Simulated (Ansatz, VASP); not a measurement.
## Two plane-wave programs on SnO2 (Cassiterite)

```xyz
6
Lattice="4.7690 0.0000 0.0000 0.0000 4.7690 0.0000 0.0000 0.0000 3.2121" Properties=species:S:1:pos:R:3 pbc="T T T"
Sn    0.0000    0.0000    0.0000
Sn    2.3845    2.3845    1.6060
O     1.4606    1.4606    0.0000
O     0.9239    3.8451    1.6060
O     3.3084    3.3084    0.0000
O     3.8451    0.9239    1.6060
```

Alike in both runs: task single point; functional PBEsol; k mesh 4 × 4 × 6; occupations gaussian, width 0.02 eV; no spin polarisation.

|  | VASP | Ansatz |
| --- | --- | --- |
| version | VASP 6.6.1 | Ansatz 0.2.0 |
| potentials or method | VASP PAW PBE potentials, release 64 (Sn_d, O) | scalar-relativistic, plane waves, PAW |
| plane-wave cutoff (eV) | 520 | 420 |
| valence electrons in the cell | 52 | 52 |

Ansatz gave:

- gap on the k mesh at the Fermi level (eV): 0.92
- least direct gap on the mesh (eV): 0.92
- pressure (GPa): 0.0
- largest component of the traceless stress (GPa): 0.02
- rms of the force components (eV/Å): 0.000

Q: What did VASP give for the same quantities?

A: gap on the k mesh at the Fermi level (eV): 0.91; least direct gap on the mesh (eV): 0.91; pressure (GPa): 0.6; largest component of the traceless stress (GPa): 0.20; rms of the force components (eV/Å): 0.007.

Atom by atom the forces differ by 0.007 eV/Å (rms over components).

Caveats: the PAW data sets were made with another functional, which shifts forces and pressure a little (VASP); spin-orbit coupling is left out, which moves the levels of the heavy elements.
